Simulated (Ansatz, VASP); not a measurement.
## Two plane-wave programs on Mo

Contents of POSCAR:

```
Mo
1.0
   -1.3954239134      1.3954239134      2.1229339179
    1.3954239134     -1.3954239134      2.1229339179
    1.3954239134      1.3954239134     -2.1229339179
Mo
1
Direct
    0.0000000000      0.0000000000      0.0000000000
```

File INCAR.step1:

```
SYSTEM = Mo
PREC = Accurate
ENCUT = 520
ISMEAR = 0
SIGMA = 0.1
LREAL = .False.
LASPH = .True.
NELM = 100
NBANDS = 13
GGA = PE
ALGO = Normal
EDIFF = 1E-4
LWAVE = .True.
LCHARG = .False.
```

Contents of INCAR.step2:

```
SYSTEM = Mo
PREC = Accurate
ENCUT = 520
EDIFF = 1E-6
ISMEAR = 0
SIGMA = 0.1
LREAL = .False.
LASPH = .True.
NELM = 100
ALGO = Normal
ISIF = 2
LWAVE = .False.
LCHARG = .True.
METAGGA = R2SCAN
LMIXTAU = .True.
LELF = .True.
LVHAR = .True.
NBANDS = 13
ISTART = 1
```

The input KPOINTS:

```
regular mesh
0
Gamma
  8 8 8
  0 0 0
```

Input for Ansatz:

```yaml
crystal:
  lattice:
    - [-1.3954239134, 1.3954239134, 2.1229339179]
    - [1.3954239134, -1.3954239134, 2.1229339179]
    - [1.3954239134, 1.3954239134, -2.1229339179]
  atoms:
    - { symbol: Mo, position: [0.0, 0.0, 0.0] }
basis:
  ecutwfc: 500
kpoints:
  mp_grid: { grid: [8, 8, 8] }
hamiltonian:
  xc: r2scan
scf:
  occupations: { method: gaussian, width: 0.1 }
  lower_state_search: "off"
output:
  forces: true
  stress: true
  eigenvalues: true
```

Alike in both runs: task single point; functional r2SCAN; k mesh 8 × 8 × 8; occupations gaussian, width 0.1 eV; no spin polarisation.

|  | VASP | Ansatz |
| --- | --- | --- |
| version | VASP 6.6.1 | Ansatz 0.2.0 |
| potentials or method | VASP PAW PBE potentials, release 64 (Mo_sv) | scalar-relativistic, plane waves, PAW |
| plane-wave cutoff (eV) | 520 | 500 |
| valence electrons in the cell | 14 | 14 |

VASP gave:

```
gap on the k mesh at the Fermi level (eV)       : none
pressure (GPa)                                  : -8.2
largest component of the traceless stress (GPa) : 8.29
```

**Question.** Estimate Ansatz's values.

**Answer.** gap on the k mesh at the Fermi level (eV): none; pressure (GPa): -9.0; largest component of the traceless stress (GPa): 8.35.

A gap of «none» marks a metal or a gap that the smearing closes. The functional is the same, so the differences come from potentials, cutoffs and numerics.

Caveats: the k mesh is coarse (spacing up to 0.40 Å⁻¹), so the values aren't converged; the PAW data sets were made with another functional, which shifts forces and pressure a little (VASP).
